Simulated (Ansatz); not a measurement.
A nudged elastic band was laid between two geometries of a periodic cell of 39 atoms, Al16O23 (host Al2O3, host structure R-3c, one O atom removed), cell charge +2.

Method: Ansatz 0.2.0, DFT PBEsol, scalar-relativistic, plane waves, PAW. Settings: PAW set soft_1, cutoff 420 eV, k mesh 2x2x2, gaussian smearing 0.05 eV, no spin polarisation.

- movable images: 3
- climbing image: yes
- spring: 100.0 eV/Å²
- optimiser: fire
- start path: default
- force threshold: 0.05 eV/Å
- iteration limit: 50
- end points: relaxed

Initial state:

```xyz
39
Lattice="-4.7537 -2.7445 4.3242 4.7537 -2.7445 4.3242 0.0000 5.4891 4.3242" Properties=species:S:1:pos:R:3
Al -0.013 -0.005 4.625
Al 0.200 0.006 2.038
Al -0.088 -0.021 8.421
Al -0.002 -0.022 11.068
O -0.937 1.377 7.565
O -0.712 -1.522 7.566
O 1.539 0.133 7.519
O 1.013 -1.439 5.386
O 0.713 1.498 5.404
O -1.649 -0.104 5.403
Al 0.010 -2.770 8.900
Al 0.008 -2.771 6.232
Al 0.006 2.743 4.071
Al -0.011 2.733 6.737
O 3.784 1.368 7.603
O -0.758 1.231 3.185
O -3.111 0.122 7.567
O -3.825 -1.387 5.399
O 0.707 -1.272 9.725
O 3.107 -0.230 5.422
Al -2.387 1.391 8.878
Al -2.398 1.385 6.254
Al 2.334 -1.275 3.970
Al 2.305 -1.292 6.838
O 1.482 0.100 3.289
O 1.680 2.639 7.623
O -0.735 -4.055 7.618
O -1.471 -0.002 9.729
O -1.638 -2.627 5.407
O 0.716 4.026 5.427
Al 2.262 1.196 8.770
Al 2.378 1.376 6.183
Al -2.366 -1.387 4.064
Al -2.324 -1.313 6.711
O 1.492 -2.769 7.514
O -3.110 2.631 7.566
O -0.709 -1.226 3.205
O -1.477 2.759 5.381
O 0.727 1.242 9.733
```

Final state:

Only the atoms that move by more than 0.05 Å are listed.
```
Al1 0.011 0.023 4.577
Al2 0.014 0.021 1.910
Al3 -0.007 0.008 8.396
O7 1.684 0.101 7.510
O8 1.017 -1.310 5.423
Al11 0.204 -2.755 8.771
Al12 -0.009 -2.744 6.184
Al14 -0.084 2.762 6.713
O15 3.788 1.373 7.530
O16 -0.731 1.306 3.191
O20 3.111 -2.519 5.387
Al23 2.309 -1.457 3.971
Al24 2.338 -1.474 6.839
O25 1.496 0.020 3.295
O26 1.543 2.607 7.614
O27 -0.754 -3.980 7.624
Al31 2.382 1.365 8.950
Al32 2.266 1.544 6.363
Al33 -2.320 -1.436 4.098
Al34 -2.362 -1.362 6.745
O35 1.486 -2.849 7.520
```

**Question.** What changes between the two ends?

**Answer.** Contacts lost: Al11–O20, O20–Al32. Contacts made: Al2–O20, O20–Al31. The atom that moves furthest is O20, by 2.29 Å.

**Question.** What energy profile does the band end with?

**Answer.** The forces met the threshold. The highest image is number 2 of 0 to 4, 1.08 eV above the ends, which have the same energy within 2 meV. The order of the stationary point at the top wasn't checked. Limits of this set-up: PAW files made for another functional, charged cell in a uniform background, uncorrected.

```json
{"image": "0", "path coordinate (Å)": "0.00", "energy (eV)": "0.00", "Al11–O20 (Å)": "1.87", "O20–Al32 (Å)": "1.92", "Al2–O20 (Å)": "3.25"}
{"image": "1", "path coordinate (Å)": "0.65", "energy (eV)": "0.66", "Al11–O20 (Å)": "1.88", "O20–Al32 (Å)": "2.61", "Al2–O20 (Å)": "2.70"}
{"image": "2", "path coordinate (Å)": "1.30", "energy (eV)": "1.08", "Al11–O20 (Å)": "2.12", "O20–Al32 (Å)": "3.27", "Al2–O20 (Å)": "2.12"}
{"image": "3", "path coordinate (Å)": "1.95", "energy (eV)": "0.66", "Al11–O20 (Å)": "2.70", "O20–Al32 (Å)": "3.80", "Al2–O20 (Å)": "1.88"}
{"image": "4", "path coordinate (Å)": "2.60", "energy (eV)": "0.00", "Al11–O20 (Å)": "3.25", "O20–Al32 (Å)": "3.74", "Al2–O20 (Å)": "1.87"}
```

**Question.** What is the geometry of the highest image?

**Answer.** 
```xyz
39
Lattice="-4.7537 -2.7445 4.3242 4.7537 -2.7445 4.3242 0.0000 5.4891 4.3242" Properties=species:S:1:pos:R:3
Al 0.004 0.029 4.631
Al 0.068 0.135 1.984
Al -0.085 -0.046 8.395
Al 0.021 -0.027 11.031
O -0.934 1.370 7.567
O -0.747 -1.575 7.636
O 1.604 0.116 7.480
O 0.931 -1.374 5.405
O 0.737 1.533 5.440
O -1.618 -0.112 5.439
Al 0.068 -2.884 8.825
Al 0.004 -2.778 6.179
Al 0.021 2.767 4.102
Al -0.085 2.786 6.738
O 3.760 1.370 7.567
O -0.731 1.276 3.350
O -3.110 0.117 7.580
O -3.711 -1.374 5.405
O 0.683 -1.330 9.710
O 3.360 -1.374 5.405
Al -2.402 1.399 8.875
Al -2.402 1.341 6.259
Al 2.326 -1.361 3.936
Al 2.326 -1.387 6.873
O 1.485 0.068 3.299
O 1.604 2.624 7.654
O -0.731 -4.025 7.459
O -1.483 -0.016 9.722
O -1.618 -2.636 5.370
O 0.683 4.071 5.423
Al 2.282 1.168 8.807
Al 2.282 1.572 6.326
Al -2.327 -1.402 4.083
Al -2.327 -1.347 6.726
O 1.485 -2.816 7.510
O -3.110 2.624 7.553
O -0.747 -1.174 3.173
O -1.483 2.756 5.412
O 0.737 1.208 9.694
```

The run took 17 min on 2 threads of Arm Neoverse V1, with other jobs on the host, peak memory 1.4 GiB.
